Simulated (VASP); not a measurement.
VASP 6.6.1, PBE single-point calculation, MoS2 (strained 2H (MoS2) bulk)

INCAR

```
ENCUT = 520
NELM = 120
PREC = Accurate
IBRION = -1
LREAL = .FALSE.
SIGMA = 0.02
NSW = 0
LCHARG = .FALSE.
ISMEAR = -1
GGA = PE
ISIF = 2
EDIFF = 1E-7
NBANDS = 35
LWAVE = .FALSE.
LASPH = .TRUE.
```

KPOINTS

```
KPOINTS created by Atomic Simulation Environment
0
Gamma
12 12 2
0 0 0
```

KPOINTS_OPT

```
special points
7
Reciprocal
0.0000000000 0.0000000000 0.0000000000 1
0.5000000000 0.0000000000 0.0000000000 1
0.3333333333 0.3333333333 0.0000000000 1
0.0000000000 0.0000000000 0.5000000000 1
0.5000000000 0.0000000000 0.5000000000 1
0.3333333333 0.3333333333 0.5000000000 1
0.1796870000 0.1770830000 0.0000000000 1
```

POSCAR

```
Mo S
 1.0000000000000000
     3.1730199293068684    0.0000000000288675    0.0000000000000000
    -1.5865099646784344    2.7479158654796181    0.0000000000000000
     0.0000000000000000    0.0000000000000000   11.9384601209000003
 Mo  S
   2   4
Cartesian
 -0.0000000000166667  1.8319439103293680  2.9846150302250001
  1.5865099646451013  0.9159719551791177  8.9538450906749993
  1.5865099646451013  0.9159719551791177  4.5340176974490403
  1.5865099646451013  0.9159719551791177  1.4352123630009608
 -0.0000000000166667  1.8319439103293680 10.5032477578990413
 -0.0000000000166667  1.8319439103293680  7.4044424234509618
```

VASP ran with the recommended PBE PAW datasets (52 valence electrons in the cell).

Command

```
mpirun -np 1 vasp_std
```

OSZICAR

```
N       E                     dE             d eps       ncg     rms          rms(c)
DAV:   1     0.445057655745E+03    0.44506E+03   -0.29350E+04  2916   0.142E+03
DAV:   2    -0.228948659151E+02   -0.46795E+03   -0.45165E+03  3153   0.372E+02
DAV:   3    -0.459838744064E+02   -0.23089E+02   -0.22624E+02  3217   0.747E+01
DAV:   4    -0.464561437013E+02   -0.47227E+00   -0.47088E+00  3212   0.108E+01
DAV:   5    -0.464646230081E+02   -0.84793E-02   -0.84780E-02  3136   0.144E+00    0.346E+01
DAV:   6    -0.442948284491E+02    0.21698E+01   -0.12424E+01  2891   0.225E+01    0.129E+01
DAV:   7    -0.438922837160E+02    0.40254E+00   -0.55096E+00  2831   0.146E+01    0.823E+00
DAV:   8    -0.435348672416E+02    0.35742E+00   -0.84507E-01  2837   0.619E+00    0.300E+00
DAV:   9    -0.435452920222E+02   -0.10425E-01   -0.99122E-02  3071   0.157E+00    0.130E+00
DAV:  10    -0.435371309435E+02    0.81611E-02   -0.33786E-02  2891   0.123E+00    0.405E-01
DAV:  11    -0.435372409765E+02   -0.11003E-03   -0.18825E-03  2900   0.233E-01    0.232E-01
DAV:  12    -0.435370626215E+02    0.17836E-03   -0.44440E-04  2953   0.123E-01    0.120E-01
DAV:  13    -0.435370621529E+02    0.46855E-06   -0.15672E-04  3006   0.633E-02    0.841E-03
DAV:  14    -0.435370650332E+02   -0.28802E-05   -0.10635E-05  3013   0.150E-02    0.189E-02
DAV:  15    -0.435370655847E+02   -0.55151E-06   -0.73254E-07  2652   0.384E-03    0.118E-02
DAV:  16    -0.435370655622E+02    0.22481E-07   -0.71105E-07  3100   0.526E-03
   1 F= -.43537066E+02 E0= -.43537066E+02  d E =-.150594E-09
       N       E                     dE             ncg
DAV:   1     0.186547166586E+04   -0.94239E+04      538
DAV:   2    -0.143250783240E+04   -0.32980E+04      570
DAV:   3    -0.159011875758E+04   -0.15761E+03      604
DAV:   4    -0.159346511464E+04   -0.33464E+01      593
DAV:   5    -0.159352291028E+04   -0.57796E-01      568
DAV:   6    -0.159352478676E+04   -0.18765E-02      612
DAV:   7    -0.159352482760E+04   -0.40836E-04      563
DAV:   8    -0.159352482922E+04   -0.16267E-05      604
DAV:   9    -0.159352482928E+04   -0.59042E-07      443
```

From OUTCAR

```
k-points           NKPTS =     38   k-points in BZ     NKDIM =     38   number of bands    NBANDS=     35

   NELECT =      52.0000    total number of electrons

   dimension x,y,z NGX =    24 NGY =   24 NGZ =   90
   dimension x,y,z NGXF=    48 NGYF=   48 NGZF=  180

  energy-cutoff  :      520.00
  volume of cell :      104.09
      direct lattice vectors                 reciprocal lattice vectors
     3.173019929  0.000000000  0.000000000     0.315157176  0.181956080  0.000000000
    -1.586509965  2.747915865  0.000000000    -0.000000000  0.363912161  0.000000000
     0.000000000  0.000000000 11.938460121     0.000000000  0.000000000  0.083762897

 k-points in reciprocal lattice and weights: KPOINTS created by Atomic Simulation Env
   0.00000000  0.00000000  0.00000000       0.003
   0.08333333  0.00000000  0.00000000       0.021
   0.16666667  0.00000000  0.00000000       0.021
   0.25000000  0.00000000  0.00000000       0.021
   0.33333333 -0.00000000  0.00000000       0.021
   0.41666667  0.00000000  0.00000000       0.021
   0.50000000  0.00000000  0.00000000       0.010
   0.08333333  0.08333333  0.00000000       0.021
   ...

 E-fermi :   8.3933

 k-point     1 :       0.0000    0.0000    0.0000
  band No.  band energies     occupation
      1     -53.6319      2.00000
      2     -53.6319      2.00000
      3     -27.7819      2.00000
      4     -27.7817      2.00000
      5     -27.5725      2.00000
      6     -27.5725      2.00000
      7     -27.5725      2.00000
      8     -27.5725      2.00000
      9      -7.1700      2.00000
     10      -6.7983      2.00000
     11      -5.9486      2.00000
     12      -5.3400      2.00000
     13       0.8434      2.00000
     14       2.1206      2.00000
     15       4.3042      2.00000
     16       4.5110      2.00000
     17       4.5110      2.00000
     18       4.5309      2.00000
     19       4.5309      2.00000
     20       5.6142      2.00000
     21       5.6142      2.00000
     22       5.6844      2.00000
     23       5.6844      2.00000
     24       6.7790      2.00000
     25       6.9927      2.00000
     26       8.0407      2.00000
     27       9.9591      0.00000
     28       9.9591      0.00000
     29       9.9950      0.00000
     30       9.9950      0.00000
     31      10.1251      0.00000
     32      10.1251      0.00000
     33      10.3739      0.00000
     34      10.3739      0.00000
     35      13.4192      0.00000

 k-point     2 :       0.0833    0.0000    0.0000
  band No.  band energies     occupation
      1     -53.6293      2.00000
      2     -53.6293      2.00000
      3     -27.7767      2.00000
      4     -27.7765      2.00000
      5     -27.5991      2.00000
      6     -27.5991      2.00000
      7     -27.5785      2.00000
      8     -27.5785      2.00000
      9      -7.0647      2.00000
     10      -6.6952      2.00000
     11      -5.8977      2.00000
     12      -5.3068      2.00000
     13       0.9629      2.00000
     14       2.2358      2.00000
     15       4.0844      2.00000
     16       4.2756      2.00000
     17       4.3079      2.00000
     18       4.6155      2.00000
     19       4.6434      2.00000
     20       5.2794      2.00000
     21       5.4452      2.00000
     22       5.5222      2.00000
     23       5.7836      2.00000
     24       6.7872      2.00000
     25       7.0540      2.00000
     26       7.7828      2.00000
     27       9.8573      0.00000
     28       9.9077      0.00000
     29       9.9924      0.00000
     30      10.0170      0.00000
     31      10.1126      0.00000
     32      10.1194      0.00000
     33      10.2033      0.00000
     34      10.2700      0.00000
     35      13.9740      0.00000

 k-point     3 :       0.1667    0.0000    0.0000
  band No.  band energies     occupation
      1     -53.6221      2.00000
      2     -53.6221      2.00000
      3     -27.7624      2.00000
      4     -27.7622      2.00000
      5     -27.6713      2.00000
      6     -27.6713      2.00000
      7     -27.5950      2.00000
      8     -27.5950      2.00000
      9      -6.7637      2.00000
     10      -6.4034      2.00000
     11      -5.7521      2.00000
     12      -5.2136      2.00000
     13       1.2745      2.00000
     14       2.5030      2.00000
     15       3.6268      2.00000
     16       3.7247      2.00000
     17       3.8194      2.00000
     18       4.5975      2.00000
     19       4.9065      2.00000
     20       4.9574      2.00000
     21       5.0490      2.00000
     22       5.1390      2.00000
     23       5.8070      2.00000
     24       6.7355      2.00000
     25       6.8420      2.00000
     26       7.1264      2.00000
     27       9.4337      0.00000
     28       9.7013      0.00000
     29       9.7502      0.00000
     30      10.0120      0.00000
     31      10.0570      0.00000
     32      10.1079      0.00000
     33      10.4922      0.00000
     34      10.6757      0.00000
     35      14.9682      0.00000

 k-point     4 :       0.2500    0.0000    0.0000
  band No.  band energies     occupation
      1     -53.6123      2.00000
      2     -53.6123      2.00000
      3     -27.7685      2.00000
      4     -27.7685      2.00000
      5     -27.7428      2.00000
      6     -27.7427      2.00000
      7     -27.6174      2.00000
      8     -27.6174      2.00000
      9      -6.3134      2.00000
     10      -5.9769      2.00000
     11      -5.5342      2.00000
     12      -5.0806      2.00000
     13       1.5910      2.00000
     14       2.5221      2.00000
     15       3.1166      2.00000
     16       3.1648      2.00000
     17       3.5698      2.00000
     18       3.8360      2.00000
     19       4.6069      2.00000
     20       4.7085      2.00000
     21       5.3087      2.00000
     22       5.4035      2.00000
     23       5.5784      2.00000
     24       6.3595      2.00000
     25       6.3773      2.00000
     26       6.5389      2.00000
     27       9.1400      0.00000
     28       9.4377      0.00000
     29       9.7321      0.00000
     30       9.9667      0.00000
     31      10.0600      0.00000
     32      10.6679      0.00000
     33      10.8640      0.00000
     34      11.1786      0.00000
     35      15.3500      0.00000

 k-point     5 :       0.3333   -0.0000    0.0000
  band No.  band energies     occupation
      1     -53.6025      2.00000
      2     -53.6025      2.00000
      3     -27.8643      2.00000
      4     -27.8642      2.00000
      5     -27.7231      2.00000
      6     -27.7230      2.00000
      7     -27.6396      2.00000
      8     -27.6396      2.00000
      9      -5.7970      2.00000
     10      -5.5101      2.00000
     11      -5.2850      2.00000
     12      -4.9443      2.00000
     13       1.5680      2.00000
     14       2.0912      2.00000
     15       2.6339      2.00000
     16       2.8551      2.00000
     17       3.1295      2.00000
     18       3.6502      2.00000
     19       4.2359      2.00000
     20       4.3457      2.00000
     21       5.3018      2.00000
     22       5.6981      2.00000
     23       5.8636      2.00000
     24       5.9097      2.00000
     25       6.0386      2.00000
     26       6.3686      2.00000
     27       9.2971      0.00000
     28       9.3322      0.00000
     29       9.5500      0.00000
     30      10.0841      0.00000
     31      10.3527      0.00000
     32      11.1161      0.00000
     33      11.2725      0.00000
     34      11.5636      0.00000
     35      14.4965      0.00000

 k-point     6 :       0.4167    0.0000    0.0000
  band No.  band energies     occupation
      1     -53.5953      2.00000
      2     -53.5952      2.00000
      3     -27.9335      2.00000
      4     -27.9335      2.00000
      5     -27.7086      2.00000
      6     -27.7086      2.00000
      7     -27.6559      2.00000
      8     -27.6559      2.00000
      9      -5.3488      2.00000
     10      -5.1411      2.00000
     11      -5.0664      2.00000
     12      -4.8528      2.00000
     13       1.2747      2.00000
     14       1.6935      2.00000
     15       2.2745      2.00000
     16       2.6191      2.00000
     17       2.6902      2.00000
     18       3.5576      2.00000
     19       3.9956      2.00000
     20       4.1100      2.00000
     21       5.1549      2.00000
     22       5.5975      2.00000
     23       5.9550      2.00000
     24       6.1983      2.00000
     25       6.2031      2.00000
     26       6.5341      2.00000
     27       9.3861      0.00000
     28       9.5007      0.00000
     29       9.6544      0.00000
     30      10.1224      0.00000
     31      10.6479      0.00000
     32      11.2421      0.00000
     33      11.6785      0.00000
     34      11.7858      0.00000
     35      13.4953      0.00000

 ...

  Total        1.6041983      1.6041983      3.8041501      0.0000000      0.0000000      0.0000000
  in kB       24.6913070     24.6913070     58.5522624      0.0000000      0.0000000      0.0000000
  external PRESSURE =      35.9782921 kB  Pullay stress =       0.0000000 kB

 POSITION                                       TOTAL-FORCE (eV/Angst)
 -----------------------------------------------------------------------------------
     -0.00000      1.83194      2.98462         0.000000      0.000000      0.000000
      1.58651      0.91597      8.95385        -0.000000     -0.000000     -0.000000
      1.58651      0.91597      4.53402         0.000000      0.000000      0.115533
      1.58651      0.91597      1.43521        -0.000000      0.000000     -0.115533
     -0.00000      1.83194     10.50325        -0.000000     -0.000000      0.115533
     -0.00000      1.83194      7.40444        -0.000000     -0.000000     -0.115533
 -----------------------------------------------------------------------------------
    total drift:                               -0.000000      0.000000     -0.000000

  FREE ENERGIE OF THE ION-ELECTRON SYSTEM (eV)
  ---------------------------------------------------
  free  energy   TOTEN  =       -43.5370655622 eV

  energy  without entropy=      -43.5370655620  energy(sigma->0) =      -43.53706556
```

```json
{
 "gap between bands v and c": "0.72 eV",
 "least direct gap": "1.60 eV",
 "pressure": "3.6 GPa",
 "largest force": "0.12 eV/Å"
}
```

Band v is the last that the valence electrons fill when counted band by band, and c is the next.

The run took about 1.9 min on one core of a shared host (Intel Xeon Platinum 8488C) and held 0.32 GiB at most.
